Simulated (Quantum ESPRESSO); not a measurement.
## MoS2: equation of state with LDA

The system is MoS2.

```
CELL_PARAMETERS angstrom
3.22746 0.00000 0.00000
-1.61373 2.79507 0.00000
0.00000 0.00000 6.31247
ATOMIC_POSITIONS crystal
Mo 0.00000 0.00000 0.50000
S 0.66667 0.33333 0.74468
S 0.33333 0.66667 0.25532
```

Measurements of this composition are mostly on another form, of space group No. 194.

```json
{
 "Program": "Quantum ESPRESSO 7.5",
 "Task": "equation of state",
 "Functional": "LDA",
 "Potentials or basis": "PseudoDojo 0.4.1 SR LDA standard",
 "Cutoff": "1088 eV",
 "Density cutoff": "4354 eV",
 "k mesh": "9 × 9 × 4",
 "Occupations": "fermi-dirac, width 0.05 eV",
 "Spin": "no spin polarisation"
}
```

The equilibrium volume is 18.17 Å³/atom. The bulk modulus at fixed shape and positions is 149 GPa and the pressure derivative of the bulk modulus is 4.4.

Energy against volume, from the lowest point:
```csv
volume (Å³/atom),energy (meV/atom)
17.843,2.86
18.222,0.00
18.602,4.44
18.982,15.39
19.361,32.17
19.741,54.14
20.120,80.75
```

All runs of the series together: 6.8 min on 1 thread of Intel(R) Xeon(R) Processor @ 2.70GHz (shared host).

Caveat: the cell was scaled at fixed shape and fractional positions, which overstates the stiffness of a crystal with free parameters, most of all of layers and chains.
